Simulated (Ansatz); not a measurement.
C: relaxation step by step

The cell of C is invented: 4-connected net of one element (Ccce, No. 68). The dimensions are guesses.

```cif
data_structure
_symmetry_space_group_name_H-M 'P 1'
_symmetry_Int_Tables_number 1
_cell_length_a 2.7636
_cell_length_b 2.7636
_cell_length_c 5.4239
_cell_angle_alpha 90.000
_cell_angle_beta 90.000
_cell_angle_gamma 94.076
_cell_volume 41.32
loop_
_atom_site_label
_atom_site_type_symbol
_atom_site_fract_x
_atom_site_fract_y
_atom_site_fract_z
_atom_site_occupancy
C1 C 0.25974 0.13154 0.62124 1
C2 C 0.36846 0.24026 0.12124 1
C3 C 0.74026 0.86846 0.62124 1
C4 C 0.75974 0.63154 0.87876 1
C5 C 0.63154 0.75974 0.12124 1
C6 C 0.24026 0.36846 0.87876 1
C7 C 0.86846 0.74026 0.37876 1
C8 C 0.13154 0.25974 0.37876 1
```

All numbers below come from Ansatz 0.2.0, DFT PBE, scalar-relativistic, plane waves, PAW. Cutoff 420 eV, Gaussian smearing, Γ-centred meshes. Cell and atoms relax first on a coarse mesh and then on a converged one. In between, the cell is made exact in the group found at 0.06 Å. The steps can't lower the symmetry of their start. No spin polarisation in the relaxation; trial moments died out in a coarse test.

Steps on the 6×6×4 mesh (8 atoms, 34 steps). The free energy counts from the last step; some steps are skipped; the plane-wave basis is renewed at times, which shifts energy and pressure.

| step | ΔF (meV/atom) | V (Å³/atom) | P (GPa) | largest force component (eV/Å) |
| --- | --- | --- | --- | --- |
| 1 | 1737.6 | 5.17 | 75.43 | 4.405 |
| 4 | 1335.2 | 6.11 | -1.67 | 0.819 |
| 6 | 936.0 | 6.35 | 1.19 | 3.495 |
| 9 | 386.4 | 6.77 | 8.54 | 0.761 |
| 11 | 369.6 | 6.89 | 0.32 | 0.012 |
| 14 | 148.5 | 7.16 | 10.87 | 0.105 |
| 16 | 88.2 | 7.67 | 5.01 | 0.104 |
| 19 | 65.5 | 8.31 | 0.22 | 0.009 |
| 21 | 33.0 | 8.34 | 2.66 | 0.002 |
| 24 | 17.3 | 9.07 | 0.67 | 0.003 |
| 26 | 7.6 | 9.32 | 0.60 | 0.004 |
| 29 | 6.7 | 10.06 | -0.06 | 0.007 |
| 31 | 1.7 | 10.00 | 0.21 | 0.002 |
| 34 | 0.0 | 10.48 | 0.08 | 0.002 |

The relaxed structure, after a last relaxation on the converged mesh:

```
C
1.0
     0.00000    2.13604    4.30304
     1.23325    0.00000    4.30304
     1.23325    2.13604    0.00000
C
2
Direct
  0.16667 0.83333 0.16667
  0.83333 0.16667 0.83333
```

The symmetry goes from Ccce (No. 68) to Fmmm (No. 69), and the primitive cell from 8 to 2 atoms. The volume per atom grows by 119.5 %, from 5.2 to 11.3 Å³. The shortest distance goes from 1.41 Å (C–C) to 1.42 Å (C–C). The energy falls by about 1.7 eV/atom (the start's value is from the coarse mesh). The end is written in a standard setting, so origin, axes and order of atoms can differ from the start's. C is surrounded by 3 C at 1.42 Å.

```json
{
 "Volume per atom": "11.3 Å³",
 "Density": "1.8 g/cm³",
 "Energy over the standard state": "0.000 eV/atom",
 "Gap on the 14×14×14 mesh of the 2-atom cell": "1.04 eV"
}
```

Energies count from the standard state of C at the same level.

The last run used Gaussian smearing of 0.02 eV. No dispersion correction is applied, so the spacing and binding between layers, chains or molecules are poorly described. Kohn–Sham gaps at this level usually fall short of measured ones. The reference form of C is held partly by dispersion forces, which this level lacks. A band path finds a smaller gap than this mesh does: 0.06 eV. A structure relaxed within its symmetry needn't be a true minimum. In all, the 4 runs took 4.2 min on 1 thread of Arm Neoverse V1, with other jobs on the host.
